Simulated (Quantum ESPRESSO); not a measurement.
Sb: phonons at H under several settings

```
Sb
1.0
    -1.87134    1.87134    1.87134
     1.87134   -1.87134    1.87134
     1.87134    1.87134   -1.87134
Sb
1
Direct
  0.00000 0.00000 0.00000
```

This isn't the form of Sb at room conditions, which is rhombohedral.

All runs used Quantum ESPRESSO 7.5; potentials PseudoDojo 0.4.1 SR LDA standard; k mesh 8 × 8 × 8; no spin polarisation; cutoff 1143 eV; occupations cold, width 0.2 eV.

| level | geometry | volume (Å³/atom) | pressure (GPa) | frequencies (cm⁻¹) |
| --- | --- | --- | --- | --- |
| LDA | relaxed at 0 GPa | 25.31 | 0.0 | 37i 37i 37i |
| LDA | relaxed at 10 GPa | 22.83 | 10.0 | 132 132 132 |
| LDA | relaxed at 25 GPa | 20.63 | 25.0 | 147 147 147 |
| LDA | relaxed at 50 GPa | 18.42 | 50.0 | 192 192 192 |
| LDA | relaxed at 80 GPa | ? | 80.0 | ? |

**Question.** What stands in the row left open?

**Answer.** Volume 16.78 Å³/atom; frequencies 236 236 236 cm⁻¹.

Values marked i are imaginary: the cell is unstable against those modes at that level, or the meshes are too thin.

Caveats: the mesh is thin for the phonons of a metal; the cell is more than 3 GPa from zero pressure, which shifts response properties (some runs); the volume moved by over 15 % at a fixed basis, so the end points are rough (some runs); some modes are imaginary (some runs).

For the row left open. Caveat: the mesh is thin for the phonons of a metal; the volume moved by over 15 % at a fixed basis, so the end points are rough; the cell is more than 3 GPa from zero pressure, which shifts response properties.
